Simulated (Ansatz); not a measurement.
**Na under changes of volume**

One of the cells (37.168 Å³/atom); the others are scaled copies at fixed shape and fractional positions:

```
CELL_PARAMETERS angstrom
3.70038 0.00000 0.00000
-1.85019 3.20463 0.00000
0.00000 0.00000 12.53732
ATOMIC_POSITIONS crystal
Na 0.66667 0.33333 0.75000
Na 0.00000 0.00000 0.50000
Na 0.33333 0.66667 0.25000
Na 0.00000 0.00000 0.00000
```

This isn't the form of Na at room conditions, which is bcc.

- Program: Ansatz 0.2.0
- Functional: PBEsol
- Potentials or basis: Ansatz PAW
- Cutoff: 420 eV (not typed: the program's choice for these potentials)
- k mesh: 8 × 8 × 3
- Occupations: fermi-dirac, width 0.05 eV
- Spin: no spin polarisation

```tsv
volume (Å³/atom)	energy over the lowest point (meV/atom)	pressure (GPa)
34.938	?	?
35.681	0.38	0.2
36.425	0.00	0.0
37.168	0.36	-0.1
37.911	1.40	-0.3
38.655	3.04	-0.4
39.398	5.25	-0.5
```

**Question.** What does the run at 34.938 Å³/atom give?

**Answer.** Energy over the lowest point 1.57 meV/atom; pressure 0.4 GPa.

Worked out: A Birch-Murnaghan fit of order 3 (a polynomial in V^(-2/3)) to the other rows has its minimum at 36.42 Å³/atom with B0 = V·E''(V) = 7.8 GPa and B' = 3.6 at fixed shape and positions, which overstates the stiffness. It gives 1.57 meV/atom at 34.938 Å³/atom, against the run's 1.57, and -dE/dV = 0.4 GPa, against 0.4.

Energies are extrapolated to zero smearing.

Caveats: the PAW data sets come from PBE, with cores solved anew for the run's functional, which leaves a small shift of forces and pressure.
